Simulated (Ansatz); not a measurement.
In doubt: masses and optical values from hybrid runs of this build are listed as unsure, which bears on the screening that GW takes from such a start.

Rows from a G0W0 calculation on SnSe2 (layers cut from the bulk crystal) (Ansatz 0.2.0; G0W0 on HSE06, plane waves, PAW; PAW set soft_1; 6×6×1 mesh, 377 empty bands, screening to 39 eV, PAW set soft_1 files), in eV. Spin-orbit coupling is left out.

| row | k | band | start | Σx | Σc at the solution | Vxc |
| --- | --- | --- | --- | --- | --- | --- |
| A | (0.000, 0.167, 0.000) | v1 | -6.460 | -17.514 | 1.816 | -16.001 |
| B | (0.000, 0.167, 0.000) | c1 | -3.828 | -11.322 | -2.758 | -14.765 |
| C | (0.000, -0.500, 0.000) | c2 | -5.108 | -10.555 | -2.495 | -13.652 |
| D | (0.000, 0.167, 0.000) | c2 | -3.587 | -11.538 | -2.801 | -15.065 |
| E | (0.000, -0.500, 0.000) | v1 | -6.734 | -17.412 | 1.888 | -15.802 |
| F | (0.000, -0.500, 0.000) | c1 | -5.162 | -10.797 | -2.452 | -13.845 |

Q: Give the quasiparticle energies and the shift of each level.

The quasiparticle equation reads E = start + Σx + Σc(E) − Vxc.

| row | E (eV) | shift (eV) |
| --- | --- | --- |
| A | -6.157 | +0.303 |
| B | -3.143 | +0.685 |
| C | -4.506 | +0.602 |
| D | -2.862 | +0.725 |
| E | -6.455 | +0.279 |
| F | -4.566 | +0.596 |

The gap over the computed points goes from 1.30 eV to 1.59 eV.

Limits: not at the basis limit; coarse mesh for a sheet; no spin-orbit coupling.

[Runs of the session that timed out or met a known fault of the program may be left out.]

[Cells called generated may have been cut or substituted from an entry of the Crystallography Open Database or the Materials Project.]

[Hosts, paths, dates, database ids (printed as entryN), source tags and the programs' standing remarks are cut or masked in the printed files.]
